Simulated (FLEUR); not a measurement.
Fe3Ge under changes of volume

One of the cells (11.889 Å³/atom); the others are scaled copies at fixed shape and fractional positions:

```
Ge Fe
1.0
     0.00000    2.87559    2.87559
     2.87559    0.00000    2.87559
     2.87559    2.87559    0.00000
Ge Fe
1 3
Cartesian
  0.0000 0.0000 0.0000
  4.3134 4.3134 4.3134
  1.4378 1.4378 1.4378
  2.8756 2.8756 2.8756
```

The cell comes from a database or a generator and needn't be the stable form of this composition.

| Property | Result |
| --- | --- |
| Program | FLEUR MaX-R8.1 (later development tree) |
| Functional | LDA |
| Potentials or basis | all-electron |
| Basis | FLAPW |
| Kmax | 4.64 1/bohr |
| k mesh | 8 × 8 × 8 |
| Occupations | fermi-dirac, width 0.05 eV |
| Spin | collinear spin, ferromagnetic start |
| Starting moments | [0.0, 3.0, 3.0, 3.0] μB |

```csv
volume (Å³/atom),energy over the lowest point (meV/atom),moment (μB per cell)
11.176,0.00,4.96
11.414,15.23,5.03
11.889,?,?
12.365,128.07,5.75
12.602,163.31,5.98
```

What does the run at 11.889 Å³/atom give?

Energy over the lowest point 63.61 meV/atom; moment 5.19 μB per cell.

Worked out: A Birch-Murnaghan fit of order 2 (a polynomial in V^(-2/3)) to the other rows has no minimum within the range. It gives 63.46 meV/atom at 11.889 Å³/atom, against the run's 63.61. A parabola through the other rows of the moment, of slope 0.728 μB per Å³/atom there, gives 5.33 μB, against the run's 5.19.

Energies are extrapolated to zero smearing.
